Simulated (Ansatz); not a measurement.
# Hg: LAPW beside PAW

Aim: solve Hg at one geometry with full-potential LAPW, PAW with frozen cores and datasets made for this crystal, and see where they agree.

Computed with Ansatz 0.2.0 (DFT PBE, scalar-relativistic, unless a step's input says otherwise).

## Step 1: Starting point

It takes space group P6/mmm (No. 191, hexagonal). The conventional cell has a = 4.540 Å, b = 4.540 Å, c = 3.870 Å, α = 90.00°, β = 90.00°, γ = 120.00°. Hg (site symmetry -6m2) has 3 Hg at 2.62 Å as nearest neighbours. Around Hg (site symmetry 6/mmm) lie 12 Hg at 3.26 Å.

As a file:

```
Hg
1.0
     4.54000    0.00000    0.00000
    -2.27000    3.93176    0.00000
     0.00000    0.00000    3.87000
Hg
3
Direct
  0.33333 0.66667 0.50000
  0.00000 0.00000 0.00000
  0.66667 0.33333 0.50000
```

The cell comes from a crystallographic database entry that wasn't checked; take it as a given geometry, which may be far from equilibrium.

Atoms are numbered in the order of the input: Hg1, Hg2, Hg3.

## Step 2: Full-potential LAPW

input.yaml reads:

```yaml
crystal:
  lattice:
    - [4.5400020208, 0.0, 0.0]
    - [-2.2700010104, 3.9317570832, 0.0]
    - [0.0, 0.0, 3.87]
  atoms:
    - { symbol: Hg, position: [0.3333333333, 0.6666666667, 0.5] }
    - { symbol: Hg, position: [0.0, 0.0, 0.0] }
    - { symbol: Hg, position: [0.6666666667, 0.3333333333, 0.5] }
kpoints:
  mp_grid: { grid: [10, 10, 11] }
  band_path:
    path:
      - [0.0, 0.0, 0.0]
      - [0.5, 0.0, 0.0]
      - [0.3333333333, 0.3333333333, 0.0]
      - [0.0, 0.0, 0.0]
      - [0.0, 0.0, 0.5]
      - [0.5, 0.0, 0.5]
      - [0.3333333333, 0.3333333333, 0.5]
      - [0.0, 0.0, 0.5]
      - [0.5, 0.0, 0.5]
    npoints: 8
scf:
  occupations: { method: fermi_dirac, width: 0.08 }
hamiltonian:
  xc: pbe
  pseudopotentials: { kind: all_electron, lapw: { basis_error: 0.001 } }
output:
  forces: true
  stress: true
  eigenvalues: true
  populations: true
  dos: { projected: true, de: 0.2, e_range: [-14, 8] }
```

## Step 3: PAW with frozen cores

input.yaml: that of step 2 with these lines changed.

```diff
@@ -27,3 +27,3 @@
   xc: pbe
-  pseudopotentials: { kind: all_electron, lapw: { basis_error: 0.001 } }
+  pseudopotentials: { kind: paw }
 output:
@@ -32,3 +32,5 @@
   eigenvalues: true
+  efg: { contact_densities: true }
   populations: true
+  bader: true
   dos: { projected: true, de: 0.2, e_range: [-14, 8] }
```

## Step 4: Datasets made for this crystal

input.yaml: that of step 3 with these lines changed.

```diff
@@ -27,3 +27,3 @@
   xc: pbe
-  pseudopotentials: { kind: paw }
+  pseudopotentials: { kind: all_electron, datasets: crystal }
 output:
@@ -33,4 +33 @@
   efg: { contact_densities: true }
-  populations: true
-  bader: true
-  dos: { projected: true, de: 0.2, e_range: [-14, 8] }
```

(Steps that only read results are left out.)

What does the calculation give? Wanted: pressure; gap; Bader charges.

**Answer**, as computed:

| quantity | value |
| --- | --- |
| pressure | LAPW 13.26, PAW 13.27, crystal datasets 13.27 GPa |
| gap (LAPW) | none |
| Bader charges (PAW) | Hg1 +0.01, Hg2 -0.03 e |

**Reading.** The pressure of 13.3 GPa pushes the cell to expand, with the atoms held in place. There is no gap at this level; the crystal is a metal here. The field gradient at Hg1, the largest by crystal datasets, is 26.69 by PAW and 26.28 by crystal datasets (10²¹ V/m²), within 5 %. Spin–orbit coupling is left out, which moves gradients at and beside heavy atoms by some per cent and at worst by a factor of two. In pressure, PAW differs from LAPW by less than 0.01 GPa. LAPW took about 5 times as long as PAW (2 min against 27 s, on a shared host and with the outputs that each input asks for). Spin-orbit coupling is left out, though the cell holds Hg; in elements this heavy it can shift bands and gaps by tenths of an eV.
